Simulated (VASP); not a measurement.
Here is a VASP 6.6.1 calculation.

Contents of INCAR:

```
PREC = Accurate
ENCUT = 520
EDIFF = 1E-6
ISMEAR = 0
SIGMA = 0.05
LREAL = False
LASPH = True
NELM = 80
ALGO = Fast
ISIF = 2
LWAVE = False
LCHARG = False
GGA = PE
NBANDS = 11
```

File KPOINTS:

```
regular mesh
0
Gamma
  8 8 8
```

POSCAR

```
MgS
1.0
    0.0000000000      2.6016500000      2.6016500000
    2.6016500000      0.0000000000      2.6016500000
    2.6016500000      2.6016500000      0.0000000000
Mg S
1 1
Direct
    0.0864835777     -0.0864835777     -0.0864835777
    0.5000000000      0.5000000000      0.5000000000
```

Potentials or basis: VASP PAW PBE potentials, release 64 (Mg, S).

Launch:

```sh
$ cat potpaw_PBE.64/Mg/POTCAR potpaw_PBE.64/S/POTCAR > POTCAR
$ mpirun -np 1 vasp_std > vasp.out
```

**Question.** Predict the pressure.

**Answer.** 8.9 GPa.

**Question.** Predict the band gap on the k mesh.

**Answer.** 2.84 eV, indirect (least direct gap 3.67 eV).

**Question.** What does it give for the largest force?

**Answer.** 2.970 eV/Å.

Forces in eV/Å, atoms in the order of the input:
```
Mg   2.970  0.000  0.000
S   -2.970  0.000  0.000
```

Caveat: forces of over 1 eV/Å show positions far from the minimum, so gaps and moduli don't describe the material at rest. A k mesh can miss the band edges.
